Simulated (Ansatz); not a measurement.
The system is Cd.

```
CELL_PARAMETERS angstrom
-1.78432 1.78432 1.78432
1.78432 -1.78432 1.78432
1.78432 1.78432 -1.78432
ATOMIC_POSITIONS crystal
Cd 0.00000 0.00000 0.00000
```

This isn't the form of Cd at room conditions, which is hcp.

Base run:

```yaml
Program: Ansatz 0.2.0
Functional: PBEsol
Potentials_or_basis: all-electron LAPW, scalar-relativistic
Cutoff: 205 eV (chosen from the basis error)
Basis_error_allowed: 0.001 eV/atom
k_mesh: 10 × 10 × 10
Occupations: gaussian, width 0.05 eV
Spin: no spin polarisation
```

Its results: band gap on the k mesh none (metal or under the smearing width); pressure -2.8 GPa.

**Question.** The run is repeated on the same cell with these changes: functional from PBEsol to RPBE; occupations from gaussian, width 0.05 eV to gaussian, width 0.1 eV. What comes out?

**Answer.** Band gap on the k mesh none (metal or under the smearing width); pressure 3.5 GPa.
